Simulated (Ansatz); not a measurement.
# Al$_{2}$Au: what symmetry allows forces and stress to be

```yaml
crystal:
  lattice:
    - [0.00000, 2.97597, 2.70597]
    - [2.97597, 0.00000, 2.70597]
    - [2.97597, 2.97597, 0.00000]
  atoms:
    - { symbol: Al, position: [0.23821, 0.23821, 0.26179] }
    - { symbol: Al, position: [0.73821, 0.73821, 0.76179] }
    - { symbol: Au, position: [0.02357, 0.02357, 0.97643] }
```

These are results of DFT PBE, scalar-relativistic, plane waves, PAW (Ansatz), not measurements.

Cutoff 420 eV; k points 12×12×12 on the computed 3-atom cell (Γ-centred); Gaussian smearing, width 0.10 eV; no spin polarisation.

This distorted cell has space group I4mm, with 8 operations.

**Question.** Without a calculation: in which directions can each atom feel a force?

**Answer.** A force must be left unchanged by every operation that keeps its atom in place, so it lies in the space that those operations leave fixed. Atoms that the group maps onto each other feel forces of one size.
```json
{"atom": "Al1", "site symmetry": "2mm.", "operations at the site": "4", "equivalent to atom": "1", "allowed force (Cartesian)": "along (0.00, 0.00, 1.00)"}
{"atom": "Al2", "site symmetry": "2mm.", "operations at the site": "4", "equivalent to atom": "1", "allowed force (Cartesian)": "along (0.00, 0.00, 1.00)"}
{"atom": "Au3", "site symmetry": "4mm", "operations at the site": "8", "equivalent to atom": "3", "allowed force (Cartesian)": "along (0.00, 0.00, 1.00)"}
```

That leaves 2 independent force components of 9, tied by 1 condition that the forces sum to zero, so 1 remains. A relaxation in this cell that keeps the symmetry moves the atoms in these directions alone.

**Question.** And the stress tensor?

**Answer.** It must be invariant under the point group, which leaves 2 independent components: yz, xz, xy vanish; xx = yy.

**Question.** Do the computed values obey this?

**Answer.** Yes. Forces (eV/Å):
```
Al1  0.000  0.000  1.119
Al2  0.000  0.000  1.119
Au3  0.000  0.000 -2.238
```

Stress (GPa, compression positive, xx yy zz yz xz xy): 22.78 22.78 27.48 0.00 0.00 0.00. The program imposes the same operations on density, forces and stress, so this confirms the analysis and is no independent test of the calculation.

Spin–orbit coupling is left out, which can shift energies with elements as heavy as these.